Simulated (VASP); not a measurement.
# AlN (Fm-3m) in VASP: Born charges and dielectric tensor with LDA

Aim: the Born charges and dielectric tensor of AlN with LDA.

Program: VASP 6.6.1. These are calculated values, not measurements. Logs are shortened: lines on timing, memory, paths and dates and some standing lists are left out, and cuts for length are marked.

### Step 1. The structure

It takes space group Fm-3m (No. 225, cubic). The conventional cell has a = 4.014 Å, b = 4.014 Å, c = 4.014 Å, α = 90.00°, β = 90.00°, γ = 90.00°. Al (site symmetry m-3m) has 6 N at 2.01 Å as nearest neighbours. Around N (site symmetry m-3m) lie 6 Al at 2.01 Å.

Measurements of this composition are mostly on another form, of space group No. 186.

### Step 2. Born charges and dielectric tensor, LDA

Input file INCAR:

```
  ALGO = Fast
  EDIFF = 1E-8
  ENCUT = 600
  IBRION = 8
  ISIF = 2
  ISMEAR = 0
  LASPH = True
  LCHARG = False
  LEPSILON = True
  LREAL = False
  LWAVE = False
  NELM = 100
  NSW = 1
  PREC = Accurate
  SIGMA = 0.02
```

Input file KPOINTS:

```
k-points
0
Gamma
  12 12 12
```

Input file POSCAR:

```
AlN
1.0
    0.0000000000      2.0068500000      2.0068500000
    2.0068500000      0.0000000000      2.0068500000
    2.0068500000      2.0068500000      0.0000000000
Al N
1 1
Direct
    0.5000000000      0.5000000000      0.5000000000
    0.0000000000      0.0000000000      0.0000000000
```

Potentials or basis: VASP PAW LDA potentials, release 64 (Al, N).

Run with:

```console
cat potpaw_LDA.64/Al/POTCAR potpaw_LDA.64/N/POTCAR > POTCAR
mpirun -np 1 vasp_std > vasp.out
```

OUTCAR:

```text
EDIFF = 1E-8
   ENCUT = 600
   IBRION = 8
   ISIF = 2
   ISMEAR = 0
   LASPH = True
   LEPSILON = True
   LREAL = False
   NELM = 100
   NSW = 1
   PREC = Accurate

 ion  position               nearest neighbor table
   1  0.500  0.500  0.500-   2 2.01   2 2.01   2 2.01   2 2.01   2 2.01   2 2.01
   2  0.000  0.000  0.000-   1 2.01   1 2.01   1 2.01   1 2.01   1 2.01   1 2.01

  LATTYP: Found a face centered cubic cell.
 ALAT       =     4.0137000000

  Lattice vectors:

 A1 = (   0.0000000000,   2.0068500000,   2.0068500000)
 A2 = (   2.0068500000,   0.0000000000,   2.0068500000)
 A3 = (   2.0068500000,   2.0068500000,   0.0000000000)

Analysis of symmetry for initial positions (statically):
=====================================================================
 Subroutine PRICEL returns:
 Original cell was already a primitive cell.

 Routine SETGRP: Setting up the symmetry group for a
 face centered cubic supercell.

 Subroutine GETGRP returns: Found 48 space group operations
 (whereof 48 operations were pure point group operations)
 out of a pool of 48 trial point group operations.

The static configuration has the point symmetry O_h .

Analysis of symmetry for dynamics (positions and initial velocities):
=====================================================================
 Subroutine PRICEL returns:
 Original cell was already a primitive cell.

 Routine SETGRP: Setting up the symmetry group for a
 face centered cubic supercell.

 Subroutine GETGRP returns: Found 48 space group operations
 (whereof 48 operations were pure point group operations)
 out of a pool of 48 trial point group operations.

The dynamic configuration has the point symmetry O_h .

 Subroutine INISYM returns: Found 48 space group operations
 (whereof 48 operations are pure point group operations),
 and found     1 'primitive' translations

----------------------------------------------------------------------------------------

                                     Primitive cell

  volume of cell :      16.1650

  direct lattice vectors                    reciprocal lattice vectors
     0.000000000  2.006850000  2.006850000    -0.249146673  0.249146673  0.249146673
     2.006850000  0.000000000  2.006850000     0.249146673 -0.249146673  0.249146673
     2.006850000  2.006850000  0.000000000     0.249146673  0.249146673 -0.249146673

  length of vectors
     2.838114488  2.838114488  2.838114488     0.431534696  0.431534696  0.431534696

  position of ions in fractional coordinates (direct lattice)
     0.500000000  0.500000000  0.500000000
     0.000000000  0.000000000  0.000000000

  ion indices of the primitive-cell ions
   primitive index   ion index
                 1           1
                 2           2

----------------------------------------------------------------------------------------

 KPOINTS: k-points

Automatic generation of k-mesh.
 Grid dimensions read from file:
 generate k-points for:   12   12   12

 Generating k-lattice:

  Cartesian coordinates                     Fractional coordinates (reciprocal lattice)
    -0.020762223  0.020762223  0.020762223     0.083333333  0.000000000  0.000000000
     0.020762223 -0.020762223  0.020762223     0.000000000  0.083333333  0.000000000
     0.020762223  0.020762223 -0.020762223     0.000000000  0.000000000  0.083333333

  Length of vectors
     0.035961225  0.035961225  0.035961225

  Shift w.r.t. Gamma in fractional coordinates (k-lattice)
     0.000000000  0.000000000  0.000000000

 Subroutine IBZKPT returns following result:
 ===========================================

 Found     72 irreducible k-points:

 Following reciprocal coordinates:
            Coordinates               Weight
  0.000000  0.000000  0.000000      1.000000
  0.083333  0.000000  0.000000      8.000000
  0.166667  0.000000  0.000000      8.000000
  0.250000  0.000000  0.000000      8.000000
  0.333333  0.000000  0.000000      8.000000
  0.416667  0.000000  0.000000      8.000000
[... 16 lines left out ...]
  0.500000  0.166667  0.000000     24.000000
[... 352 lines left out ...]

 POSITION                                       TOTAL-FORCE (eV/Angst)
 -----------------------------------------------------------------------------------
      2.00685      2.00685      2.00685         0.000000     -0.000000      0.000000
      0.00000      0.00000      0.00000        -0.000000      0.000000     -0.000000
 -----------------------------------------------------------------------------------
    total drift:                                0.000000     -0.000000     -0.000000

  FREE ENERGIE OF THE ION-ELECTRON SYSTEM (eV)
  ---------------------------------------------------
  free  energy   TOTEN  =       -16.2314474765 eV

  energy  without entropy=      -16.2314474765  energy(sigma->0) =      -16.23144748

 HEAD OF MICROSCOPIC STATIC DIELECTRIC TENSOR (INDEPENDENT PARTICLE, excluding Hartree and local field effects)
 ------------------------------------------------------
           5.251491    -0.000000     0.000000
           0.000000     5.251491     0.000000
          -0.000000     0.000000     5.251491
 ------------------------------------------------------

 Free energy of the ion-electron system (eV)
  ---------------------------------------------------
  ---------------------------------------------------
  free energy    TOTEN  =        -0.19131716 eV

  energy without entropy =       -0.19131716

------------------------ aborting loop because EDIFF is reached ----------------------------------------

--------------------------------------- Ionic step        2  -------------------------------------------

------------------------ aborting loop because EDIFF is reached ----------------------------------------

--------------------------------------- Ionic step        3  -------------------------------------------

------------------------ aborting loop because EDIFF is reached ----------------------------------------

 PIEZOELECTRIC TENSOR FIELD DIRECTION 3  (e Angst)
 -----------------------------------------------------------------------------
    -0.00004  0.00000  0.00000           ( -0.00001  0.00000 -0.00000)
     0.00000 -0.00004 -0.00000           (  0.00000 -0.00001  0.00000)
     0.00000 -0.00000 -0.00028           ( -0.00000  0.00000 -0.00002)

 PIEZOELECTRIC TENSOR FIELD DIRECTION 3  (C/m^2)
 -----------------------------------------------------------------------------
    -0.00004  0.00000  0.00000
     0.00000 -0.00004 -0.00000
     0.00000 -0.00000 -0.00028

--------------------------------------- Ionic step        4  -------------------------------------------

------------------------ aborting loop because EDIFF is reached ----------------------------------------

[... ionic steps 5 to 6 ...]

--------------------------------------- Ionic step        7  -------------------------------------------

 Free energy of the ion-electron system (eV)
  ---------------------------------------------------
  ---------------------------------------------------
  free energy    TOTEN  =        -0.23337640 eV

  energy without entropy =       -0.23337640

------------------------ aborting loop because EDIFF is reached ----------------------------------------

 INTERNAL STRAIN TENSOR  FOR ION    2  DIRECTION 1   (eV/Angst):
 -----------------------------------------------------------------------------
    -0.02072 -0.00000  0.00000
     0.00000  0.01444  0.00000
    -0.00000  0.00000  0.01444

 MACROSCOPIC STATIC DIELECTRIC TENSOR (including local field effects in DFT)
 ------------------------------------------------------
           5.033212     0.000000    -0.000000
           0.000000     5.033212    -0.000000
           0.000000     0.000000     5.033212
 ------------------------------------------------------

 PIEZOELECTRIC TENSOR (including local field effects)  for field in x, y, z        (e  Angst)
          XX          YY          ZZ          XY          YZ          ZX
  --------------------------------------------------------------------------------
  x     0.00000     0.00000     0.00000     0.00000     0.00000     0.00000
  y     0.00000     0.00000     0.00000     0.00000     0.00000     0.00000
  z     0.00000     0.00000     0.00000     0.00000     0.00000     0.00000

 PIEZOELECTRIC TENSOR (including local field effects)  for field in x, y, z        (C/m^2)
          XX          YY          ZZ          XY          YZ          ZX
  --------------------------------------------------------------------------------
  x     0.00000     0.00000     0.00000     0.00000     0.00000     0.00000
  y     0.00000     0.00000     0.00000     0.00000     0.00000     0.00000
  z     0.00000     0.00000     0.00000     0.00000     0.00000     0.00000

 BORN EFFECTIVE CHARGES (including local field effects) (in |e|, cummulative output)
 ---------------------------------------------------------------------------------
 ion    1
    1     2.93777    -0.00000    -0.00000
    2    -0.00000     2.93777    -0.00000
    3     0.00000     0.00000     2.93777
 ion    2
    1    -2.93777     0.00000     0.00000
    2     0.00000    -2.93777     0.00000
    3    -0.00000    -0.00000    -2.93777

 INTERNAL STRAIN TENSOR FOR ION    2 for displacements in x,y,z  (eV/Angst):
          X           Y           Z          XY          YZ          ZX
  --------------------------------------------------------------------------------
  x     0.00000     0.00000     0.00000     0.00000     0.00000     0.00000
  y     0.00000     0.00000     0.00000     0.00000     0.00000     0.00000
  z     0.00000     0.00000     0.00000     0.00000     0.00000     0.00000

 SECOND DERIVATIVES (NOT SYMMETRIZED)
 ------------------------------------
               1X          1Y          1Z          2X          2Y          2Z
  1X    -7.879077    0.000000    0.000000    7.879077    0.000000    0.000000
  1Y     0.000000   -7.879077    0.000000    0.000000    7.879077    0.000000
  1Z     0.000000    0.000000   -7.879077    0.000000    0.000000    7.879077
  2X     7.881666    0.000000    0.000000   -7.881666    0.000000    0.000000
  2Y     0.000000    7.881666    0.000000    0.000000   -7.881666    0.000000
  2Z     0.000000    0.000000    7.881666    0.000000    0.000000   -7.881666

 Eigenvectors and eigenvalues of the dynamical matrix
 ----------------------------------------------------

   1 f  =   14.455176 THz    90.824550 2PiTHz  482.172774 cm-1    59.781778 meV
             X         Y         Z           dx          dy          dz
      2.006850  2.006850  2.006850     0.000000    0.584435    0.000000
      0.000000  0.000000  0.000000     0.000000   -0.811441    0.000000
[... 21 lines left out ...]
   6 f/i=    0.001126 THz     0.007075 2PiTHz    0.037560 cm-1     0.004657 meV
             X         Y         Z           dx          dy          dz
      2.006850  2.006850  2.006850     0.000000    0.000000    0.811441
      0.000000  0.000000  0.000000     0.000000    0.000000    0.584435

--------------------------------------------------------------------------------------------------------

 MACROSCOPIC STATIC DIELECTRIC TENSOR IONIC CONTRIBUTION
 ------------------------------------------------------
          12.259676    -0.000000     0.000000
          -0.000000    12.259676    -0.000000
           0.000000    -0.000000    12.259676
 ------------------------------------------------------

 ELASTIC MODULI CONTR FROM IONIC RELAXATION (kBar)
 Direction    XX          YY          ZZ          XY          YZ          ZX
 --------------------------------------------------------------------------------
 XX           0.0000      0.0000      0.0000      0.0000      0.0000      0.0000
 YY           0.0000      0.0000      0.0000      0.0000      0.0000      0.0000
 ZZ           0.0000      0.0000      0.0000      0.0000      0.0000      0.0000
 XY           0.0000      0.0000      0.0000      0.0000      0.0000      0.0000
 YZ           0.0000      0.0000      0.0000      0.0000      0.0000      0.0000
 ZX           0.0000      0.0000      0.0000      0.0000      0.0000      0.0000
 --------------------------------------------------------------------------------

 PIEZOELECTRIC TENSOR IONIC CONTR  for field in x, y, z        (C/m^2)
          XX          YY          ZZ          XY          YZ          ZX
  --------------------------------------------------------------------------------
  x     0.00000     0.00000     0.00000     0.00000     0.00000     0.00000
  y     0.00000     0.00000     0.00000     0.00000     0.00000     0.00000
  z     0.00000     0.00000     0.00000     0.00000     0.00000     0.00000
```

Run time: 71 s. Hardware: 1 thread of Intel Xeon Platinum 8488C (Sapphire Rapids), shared host; peak memory 0.19 GiB.

What came out:

```yaml
Band_gap_on_the_k_mesh: 4.67 eV, indirect (least direct gap 6.09 eV)
Electronic_dielectric_tensor_diagonal: 5.03
Born_charges_mean_of_the_diagonal: Al +2.94; N -2.94 e
Highest_phonon_frequency_at_Γ_LO-TO_splitting_left_out: 482 cm⁻¹
```

Levels at points of the mesh, in eV from the valence-band top:
| k point | band 1 | band 2 | band 3 | band 4 | band 5 | band 6 | band 7 | band 8 |
| --- | --- | --- | --- | --- | --- | --- | --- | --- |
| (0.00, 0.00, 0.00) | -17.61 | 0.00 | 0.00 | 0.00 | 6.09 | 12.09 | 12.09 | 12.09 |
| (0.50, 0.00, 0.00) | -14.18 | -8.49 | -1.12 | -1.12 | 6.27 | 10.98 | 10.98 | 13.45 |
| (0.50, 0.50, 0.00) | -13.14 | -7.56 | -2.87 | -2.87 | 4.67 | 5.16 | 14.16 | 17.33 |

Phonon frequencies in cm⁻¹ (negative: imaginary):
```csv
q point,frequencies
"(0.000, 0.000, 0.000)",0 0 0 482 482 482
```

Electronic dielectric tensor:
```
5.03 0.00 0.00
0.00 5.03 0.00
0.00 0.00 5.03
```

Born effective charge tensors (e):
atom 1, Al
```
2.94 0.00 0.00
0.00 2.94 0.00
0.00 0.00 2.94
```
atom 2, N
```
-2.94  0.00  0.00
 0.00 -2.94  0.00
 0.00  0.00 -2.94
```
